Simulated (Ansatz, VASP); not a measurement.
**Two plane-wave programs on Rb**

The input INCAR:

```
PREC = Accurate ; ENCUT = 520
EDIFF = 1E-6 ; ISMEAR = 0
SIGMA = 0.15 ; LREAL = F
LASPH = T ; NELM = 80
ALGO = Normal ; ISIF = 2
LWAVE = F ; LCHARG = T
GGA = PS ; LELF = T
LVHAR = T ; NBANDS = 10
```

KPOINTS

```
regular mesh
0
Gamma
  12 12 12
```

POSCAR

```
Rb
1.0
   -2.6937600000      2.6937600000      2.6937600000
    2.6937600000     -2.6937600000      2.6937600000
    2.6937600000      2.6937600000     -2.6937600000
Rb
1
Direct
    0.0000000000      0.0000000000      0.0000000000
```

Input for Ansatz:

```yaml
crystal:
  lattice:
    - [-2.69376, 2.69376, 2.69376]
    - [2.69376, -2.69376, 2.69376]
    - [2.69376, 2.69376, -2.69376]
  atoms:
    - { symbol: Rb, position: [0.0, 0.0, 0.0] }
basis:
  ecutwfc: 420
kpoints:
  mp_grid: { grid: [12, 12, 12] }
hamiltonian:
  xc: pbesol
scf:
  occupations: { method: gaussian, width: 0.15 }
output:
  forces: true
  stress: true
  eigenvalues: true
```

Change from the starting cell: strain -0.040 along x and y, -0.040 along z, atoms carried along.

Alike in both runs: task single point; functional PBEsol; k mesh 12 × 12 × 12; occupations gaussian, width 0.15 eV; no spin polarisation.

```csv
,VASP,Ansatz
version,VASP 6.6.1,Ansatz 0.2.0
potentials or method,"VASP PAW PBE potentials, release 64 (Rb_sv)","scalar-relativistic, plane waves, PAW"
plane-wave cutoff (eV),520,420
valence electrons in the cell,9,9
```

```tsv
	VASP	Ansatz	Ansatz less VASP
gap on the k mesh at the Fermi level (eV)	none	none	-
pressure (GPa)	0.4	0.4	0.00
```

A gap of «none» marks a metal or a gap that the smearing closes.

Caveats: the PAW data sets were made with another functional, which shifts forces and pressure a little (VASP).
